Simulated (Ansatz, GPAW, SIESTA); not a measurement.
## ZrS2: programs and potentials compared

```
Zr S
1.0
     3.69138    0.00000    0.00000
    -1.84569    3.19683    0.00000
     0.00000    0.00000    6.04108
Zr S
1 2
Direct
  0.00000 0.00000 0.00000
  0.33333 0.66667 0.23791
  0.66667 0.33333 0.76209
```

The cell is a database's computed one, not the measured one.

Alike in all runs: task band structure; functional PBEsol; k mesh 8 × 8 × 5; occupations fermi-dirac, width 0.05 eV; no spin polarisation; no spin-orbit coupling. Pressure is positive in compression and, in plane waves, holds the error of the finite cutoff. Gaps are the smaller of the mesh's and the band path's.

```json
{"program and potentials": "GPAW, PAW data sets generated for this functional", "plane-wave cutoff (eV)": "600", "notes": "-", "band gap (eV)": "0.95", "pressure (GPa)": "-2.79", "largest force (eV/Å)": "0.173"}
{"program and potentials": "Ansatz, all-electron LAPW, scalar-relativistic", "plane-wave cutoff (eV)": "-", "notes": "-", "band gap (eV)": "0.96", "pressure (GPa)": "-2.50", "largest force (eV/Å)": "0.150"}
{"program and potentials": "SIESTA, files PseudoDojo sr-pbesol-0.4.1-standard, DZP (energy shift 0.003 Ry; two zetas on semicore shells)", "plane-wave cutoff (eV)": "-", "notes": "atomic basis", "band gap (eV)": "0.82", "pressure (GPa)": "-1.54", "largest force (eV/Å)": "0.134"}
```

Force on atom 2 (S), eV/Å:

```csv
program and potentials,x,y,z
"GPAW, PAW data sets generated for this functional",0.000,0.000,-0.173
"Ansatz, all-electron LAPW, scalar-relativistic",0.000,0.000,-0.150
"SIESTA, files PseudoDojo sr-pbesol-0.4.1-standard, DZP (energy shift 0.003 Ry; two zetas on semicore shells)",0.000,0.000,0.134
```

The band gap spans 0.82 (SIESTA, files PseudoDojo sr-pbesol-0.4.1-standard, DZP (energy shift 0.003 Ry; two zetas on semicore shells)) to 0.96 eV (Ansatz, all-electron LAPW, scalar-relativistic), with all-electron results at 0.96. The pressure spans -2.79 (GPAW, PAW data sets generated for this functional) to -1.54 GPa (SIESTA, files PseudoDojo sr-pbesol-0.4.1-standard, DZP (energy shift 0.003 Ry; two zetas on semicore shells)), with all-electron results at -2.50. The paths' points differ, which is worth about 0.01 eV. Rows in atomic bases carry the error of their basis and grid, which can be large.

Differences between rows come from potentials, basis sets and numerical settings, since the functional is the same but for its coding. Runs on potential files found faulty are left out.

GPAW and the all-electron calculation agree closely on the gap, at 0.95 and 0.96 eV, while SIESTA gives a smaller one. In ZrS2, formally Zr(IV) with an empty d shell, the gap separates mainly S 3p valence states from Zr 4d conduction states. All three values lie well below the measured gap, as expected of a semilocal functional, which lacks the derivative discontinuity.

The forces disagree more seriously than their similar magnitudes suggest. GPAW and the all-electron calculation pull sulfur towards the Zr plane, whereas SIESTA pushes it away, so the two descriptions would relax the layer thickness in opposite directions. SIESTA's weaker tensile stress also suggests a preference for somewhat longer Zr–S bonds, though its basis and its pseudopotentials cannot be separated as the cause. The negative pressures in all rows favour contraction of this cell, but a scalar pressure does not reveal how much of that would occur within the layers and how much across the van der Waals gap.
